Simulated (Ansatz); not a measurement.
TaN across functionals

```yaml
crystal:
  lattice:
    - [2.93800, 0.00000, 0.00000]
    - [-1.46900, 2.54438, 0.00000]
    - [0.00000, 0.00000, 2.88300]
  atoms:
    - { symbol: Ta, position: [0.33333, 0.66667, 0.50000] }
    - { symbol: N, position: [0.00000, 0.00000, 0.00000] }
```

Atoms are numbered in the order listed.

The cell is COD entry 1538016, as deposited and not checked against the literature; nothing was relaxed.

No spin–orbit coupling, which matters for the heavy atoms here.

One fixed cell is solved with several functionals by PAW (frozen-core files) in Ansatz 0.2.0, scalar-relativistically. A positive pressure means that the functional wants a larger cell.

The PAW files were made with PBE; their cores are remade for each functional.

The runs use a Γ-centred 12×12×10 k mesh, Fermi–Dirac smearing of 0.02 eV, cutoff 420 eV, no spin polarisation.

Cutoffs: PBE 420 eV, LDA 420 eV, PBEsol 420 eV, r²SCAN 500 eV.

```json
{"setting": "PBE", "P (GPa)": "4.68", "lowest level at Γ above −25 eV, from the valence-band top or, without a gap, the Fermi level (eV)": "-17.87"}
{"setting": "LDA", "P (GPa)": "-11.57", "lowest level at Γ above −25 eV, from the valence-band top or, without a gap, the Fermi level (eV)": "-17.64"}
{"setting": "PBEsol", "P (GPa)": "-4.87", "lowest level at Γ above −25 eV, from the valence-band top or, without a gap, the Fermi level (eV)": "-17.82"}
{"setting": "r²SCAN", "P (GPa)": "-0.24", "lowest level at Γ above −25 eV, from the valence-band top or, without a gap, the Fermi level (eV)": "-18.85"}
```
